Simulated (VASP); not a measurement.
TiO2:

```
CELL_PARAMETERS angstrom
4.81270 0.00000 0.00000
0.00000 4.87188 0.00000
-0.86289 0.00000 4.96659
ATOMIC_POSITIONS crystal
Ti 0.27744 0.05281 0.21315
Ti 0.72256 0.55281 0.28685
Ti 0.72256 0.94719 0.78685
Ti 0.27744 0.44719 0.71315
O 0.06384 0.17697 0.85156
O 0.93616 0.67697 0.64844
O 0.93616 0.82303 0.14844
O 0.06384 0.32303 0.35156
O 0.44536 0.75763 0.46677
O 0.55464 0.25763 0.03323
O 0.55464 0.24237 0.53323
O 0.44536 0.74237 0.96677
```

The cell comes from a database or a generator and needn't be the stable form of this composition.

Base run:

| Quantity | Value |
| --- | --- |
| Program | VASP 6.6.1 |
| Functional | PBE |
| Potentials or basis | VASP PAW PBE potentials, release 64 (Ti_pv, O) |
| Cutoff | 900 eV |
| k mesh | 5 × 5 × 5 |
| Occupations | fermi-dirac, width 0.05 eV |
| Spin | no spin polarisation |

Its results: band gap on the k mesh 2.29 eV, indirect (least direct gap 2.34 eV); pressure 5.6 GPa; largest force 0.119 eV/Å.

The run is repeated on the same cell with these changes: potentials or basis from VASP PAW PBE potentials, release 64 (Ti_pv, O) to VASP PAW PBE potentials, release 64 (Ti_sv, O); valence electrons from 88 to 96. What comes out?

Band gap on the k mesh 2.32 eV, indirect (least direct gap 2.37 eV); pressure 5.0 GPa; largest force 0.101 eV/Å.

A k mesh can miss the band edges.
